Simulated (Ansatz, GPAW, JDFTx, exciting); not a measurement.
CdS: programs and potentials compared

```
Cd S
1.0
     0.00000    2.91650    2.91650
     2.91650    0.00000    2.91650
     2.91650    2.91650    0.00000
Cd S
1 1
Direct
  0.00000 0.00000 0.00000
  0.75000 0.75000 0.75000
```

Alike in all runs: task band structure; functional LDA; k mesh 8 × 8 × 8; occupations fermi-dirac, width 0.05 eV; no spin polarisation; no spin-orbit coupling. LDA stands for any of its common fits. Pressure is positive in compression and, in plane waves, holds the error of the finite cutoff. Gaps are the smaller of the mesh's and the band path's.

| program and potentials | plane-wave cutoff (eV) | notes | band gap (eV) | pressure (GPa) |
| --- | --- | --- | --- | --- |
| Ansatz, all-electron LAPW, scalar-relativistic | - | - | ? | ? |
| GPAW, the program's PAW data sets (release 1.2.1) made for this functional | 600 | 9 valence electrons an atom on average | 0.85 | -2.67 |
| JDFTx, PseudoDojo-SR-LDA-0.4.1-standard with smoothed tails | 1388 | 13 valence electrons an atom on average | 0.86 | - |
| exciting, all-electron LAPW+lo, shipped species files, valence relativity iora* | - | - | 0.86 | - |

Problem. Estimate from the other rows what the run with Ansatz, all-electron LAPW, scalar-relativistic gave.

Solution. Band gap 0.86 eV; pressure -2.44 GPa. The other rows, which needn't bracket it: band gap 0.85 to 0.86; pressure -2.67.
